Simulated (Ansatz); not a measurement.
# AlH3: the cost of one run

Program: Ansatz 0.2.0. Level of theory: DFT PBE, scalar-relativistic, plane waves, PAW. These are calculated values, not measurements.

**1. The structure to begin with**

The structure is cubic, space group Pm-3m (No. 221). The conventional cell has a = 3.551 Å, b = 3.551 Å, c = 3.551 Å, α = 90.00°, β = 90.00°, γ = 90.00°. Al (site symmetry m-3m) has 12 H at 2.51 Å as nearest neighbours. H (site symmetry 4/mmm) is surrounded by 4 Al at 2.51 Å and 8 H at 2.51 Å.

Coordinates:

```
CELL_PARAMETERS angstrom
3.55081 0.00000 0.00000
0.00000 3.55081 0.00000
0.00000 0.00000 3.55081
ATOMIC_POSITIONS crystal
Al 0.00000 0.00000 0.00000
H 0.00000 0.50000 0.50000
H 0.50000 0.00000 0.50000
H 0.50000 0.50000 0.00000
```

This is candidate A: Cu3Au (L1_2) type (Pm-3m, No. 221).

(A quick probe on a coarse mesh, which set the mesh and smearing, is not shown.)

**3. A loose first relaxation (candidate A)**

input.yaml

```yaml
crystal:
  lattice:
    - [3.5508134157, 0.0, 0.0]
    - [0.0, 3.5508134157, 0.0]
    - [0.0, 0.0, 3.5508134157]
  atoms:
    - { symbol: Al, position: [0.0, 0.0, 0.0] }
    - { symbol: H, position: [0.0, 0.5, 0.5] }
    - { symbol: H, position: [0.5, 0.0, 0.5] }
    - { symbol: H, position: [0.5, 0.5, 0.0] }
basis:
  ecutwfc: 420
kpoints:
  mp_grid: { grid: [6, 6, 6] }
hamiltonian:
  xc: pbe
scf:
  occupations: { method: gaussian, width: 0.1 }
  lower_state_search: "off"
output:
  forces: true
  stress: true
  eigenvalues: true
relax:
  adjacent_minimum: "off"
  f_tol: 0.04
  max_steps: 70
  cell: { stress_tol: 0.4 }
```

On the command line:

```bash
ansatz run input.yaml --threads 1 --pin off --max-ram 2560MiB --backend cpu --events-out ev --progress --plain --runs-dir out
```

What time and memory should one allow on 1 thread of Intel Xeon 6975P-C (Granite Rapids), shared host?

About 2.3 s, with a peak of 0.32 GiB.
